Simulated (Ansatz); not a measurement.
# Cu2O (Cuprite) under changes of volume

One of the cells (12.885 Å³/atom); the others are scaled copies at fixed shape and fractional positions:

```
Cu O
1.0
     4.26000    0.00000    0.00000
     0.00000    4.26000    0.00000
     0.00000    0.00000    4.26000
Cu O
4 2
Direct
  0.75000 0.25000 0.75000
  0.75000 0.75000 0.25000
  0.25000 0.75000 0.75000
  0.25000 0.25000 0.25000
  0.50000 0.50000 0.50000
  0.00000 0.00000 0.00000
```

```yaml
Program: Ansatz 0.2.0
Functional: PBE
Potentials_or_basis: Ansatz PAW
Cutoff: "420 eV (not typed: the program's choice for these potentials)"
k_mesh: 6 × 6 × 6
Occupations: fermi-dirac, width 0.05 eV
Spin: no spin polarisation
```

```tsv
volume (Å³/atom)	energy over the lowest point (meV/atom)	pressure (GPa)	gap on the mesh (eV)
12.112	39.24	12.3	0.68
12.369	22.31	8.9	0.63
12.627	10.49	5.9	0.58
12.885	3.18	3.2	0.53
13.142	0.00	0.8	0.49
13.400	?	?	?
13.658	4.10	-3.2	0.41
```

Q: What does the run at 13.400 Å³/atom give?

A: Energy over the lowest point 0.44 meV/atom; pressure -1.3 GPa; gap on the mesh 0.45 eV.

Worked out: A Birch-Murnaghan fit of order 3 (a polynomial in V^(-2/3)) to the other rows has its minimum at 13.24 Å³/atom with B0 = V·E''(V) = 111 GPa and B' = 4.9. It gives 0.43 meV/atom at 13.400 Å³/atom, against the run's 0.44, and -dE/dV = -1.3 GPa, against -1.3. A straight line through the other rows of the gap, of slope -2.26 eV per unit of ln V (its deformation potential), gives 0.45 eV, against the run's 0.45.

Energies are extrapolated to zero smearing.

A mesh can miss the band edges.
